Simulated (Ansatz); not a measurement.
Cubic perovskite LaAlO₃ (cubic high-temperature phase), treated with PBE0 (PAW; Ansatz, an electronic-structure program).

Excerpt of the program's output:

```
WARN output.stress: scf.exx.energy_threshold = 1e-6 eV is looser than the 5e-8 eV advised for a stress under a hybrid functional (1e-8 eV for each atom of the …
Crystal: 5 atoms, lattice volume = 55.306 Å³
Basis set: ecut = 460 eV, 1237 PW (Γ), exchange–correlation on 54×54×54 points (8 copies of the dense FFT grid, shifted against one another)
Bands: 21, of which v1, the nominal top of the filled ones, is band 16 counted from 1 (15 counted from 0)
Symmetry: 48 space group operations
Space group: Pm-3m (ITA 221), of the structure as read, at distance tolerance 3.8e-5 Å
k-points: 20 of 216
Functional: x = pbe(κ = 0.804, μ = 0.2195149727645171), c = pbe(β = 0.06672455060314922), warm-up for x = 0.75 pbe(κ = 0.804, μ = 0.2195149727645171) + 0.25 exact, c = pbe(β = 0.06672455060314922)
SCF iter   1: F=—  HF=-8498.845731 eV  |F-HF|=—  |Δ(HF+E_count)|=         —  Δρ=1.66e-3  dr2=3.59e-4
SCF iter   2: F=-8498.847450 eV  HF=-8498.847308 eV  |F-HF|=1.43e-4  |Δ(HF+E_count)|=   1.58e-3  Δρ=9.03e-4  dr2=1.27e-4
Crystal: 5 atoms, lattice volume = 55.306 Å³
Initial density: handed on by an earlier stage of this run
Functional: x = 0.75 pbe(κ = 0.804, μ = 0.2195149727645171) + 0.25 exact, c = pbe(β = 0.06672455060314922)
  ...
Crystal: 5 atoms, lattice volume = 55.306 Å³
SCF iter   4: F=—  HF=-8502.920846 eV  |F-HF|=—  |Δ(HF+E_count)|=   5.25e-8  Δρ=2.00e-6  dr2=1.93e-9
SCF iter   5: F=-8502.920846 eV  HF=-8502.920846 eV  |F-HF|=0.00e0  |Δ(HF+E_count)|=  3.77e-10  Δρ=1.93e-7  dr2=9.56e-11
SCF 3 converged in 5 iterations: F = -8502.920846 eV  dr2 = 9.56e-11
Free energy (F): -8502.920846 eV
Internal energy: -8502.920846 eV  (E = F + TS)
E sigma→0 (E₀):  -8502.920846 eV
Fermi energy:    12.621263 eV
--- Forces (eV/Å), atoms counted from 1 ---
  atom   1  La    -0.00000000     0.00000000    -0.00000000
  atom   2  Al     0.00000000    -0.00000000    -0.00000000
  atom   3  O      0.00000000    -0.00000000    -0.00000000
  atom   4  O      0.00000000    -0.00000000     0.00000000
  atom   5  O      0.00000000     0.00000000     0.00000000
--- Stress (GPa, compression-positive) ---
       -5.251639      -0.000000       0.000000
       -0.000000      -5.251639       0.000000
        0.000000       0.000000      -5.251639
  P = ⅓ Tr σ = -5.2516 GPa (-52.516 kbar)
```

### Question
Write an input file that could have produced this run (the log leaves some choices open).

### Answer
Several could match; the one computed here: 
Ansatz 0.2 input:
```yaml
crystal:
  lattice:
    - [3.81, 0.0, 0.0]
    - [0.0, 3.81, 0.0]
    - [0.0, 0.0, 3.81]
  atoms:
    - { symbol: La, position: [0.0, 0.0, 0.0] }
    - { symbol: Al, position: [0.5, 0.5, 0.5] }
    - { symbol: O, position: [0.5, 0.0, 0.5] }
    - { symbol: O, position: [0.0, 0.5, 0.5] }
    - { symbol: O, position: [0.5, 0.5, 0.0] }
basis:
  ecutwfc: 460
  ecutrho_ratio: 4
  xc_grid: 2
kpoints:
  mp_grid: { grid: [6, 6, 6] }
hamiltonian:
  xc: pbe0
  dispersion: none
  pseudopotentials: { kind: paw }
scf:
  occupations: { method: fermi_dirac, width: 0.01 }
  convergence: { dr2_threshold: 0.0000000005 }
output:
  forces: true
  stress: true
  eigenvalues: true
```

The PAW data were made under PBE.

Note: held by symmetry at 0 K, a high-temperature phase can be a saddle point. Note: cell and atoms aren't relaxed at this level (pressure -5.3 GPa).
